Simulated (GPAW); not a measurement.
A run of GPAW 26.7.0:

Contents of run.py:

```python
from ase import Atoms
from ase.dft.bandgap import bandgap
from ase.io import write
from ase.units import Bohr, GPa
from gpaw import GPAW, PW
from gpaw.elf import elf_from_dft_calculation

atoms = Atoms(['Al', 'Al'],
              cell=[[0.0, -2.02398, -2.02398],
                    [-2.02398, 0.0, -2.02398],
                    [2.02398, 2.02398, -4.04796]],
              scaled_positions=[[0.52726517, 0.49284955, 0.47462618],
                                [0.97273483, 0.00715045, 0.02537382]],
              pbc=True)

calc = GPAW(mode=PW(600),
            xc='PBE',
            kpts={'size': (11, 11, 6), 'gamma': True},
            occupations={'name': 'fermi-dirac', 'width': 0.05},
            nbands=10,
            convergence={'density': 1e-05, 'energy': 1e-05},
            maxiter=150,
            txt='gpaw.txt')
atoms.calc = calc
energy = atoms.get_potential_energy()
forces = atoms.get_forces()
stress = atoms.get_stress()
calc.write('gs.gpw')
write('result.traj', atoms)
print(f'Energy: {energy:.6f} eV')
print('Forces (eV/A):')
print(forces.round(4))
print('Stress (GPa):', (stress / GPa).round(3))
print('Fermi level:', round(calc.get_fermi_level(), 4), 'eV')
print(f'Gap: {bandgap(calc)[0]:.4f} eV, direct: {bandgap(calc, direct=True)[0]:.4f} eV')

# fields on the real-space grid
write('density.cube', atoms, data=calc.get_pseudo_density() * Bohr**3)
write('potential.cube', atoms, data=calc.get_electrostatic_potential())
write('elf.cube', atoms, data=elf_from_dft_calculation(calc).data)
```

Potentials or basis: GPAW PAW data sets (gpaw-data 1.2.1), pw.

Run with:

```console
$ OMP_NUM_THREADS=1 python run.py
```

Hardware: 1 thread of Arm Neoverse N1, with other jobs on the host.

Task: How long does it take, and how much memory?

Result: It took 2.2 min on 1 thread of Arm Neoverse N1 (shared host), peak memory 0.27 GiB. Counts: scf iterations 10, plane waves 1122, bands 10, k points 364.
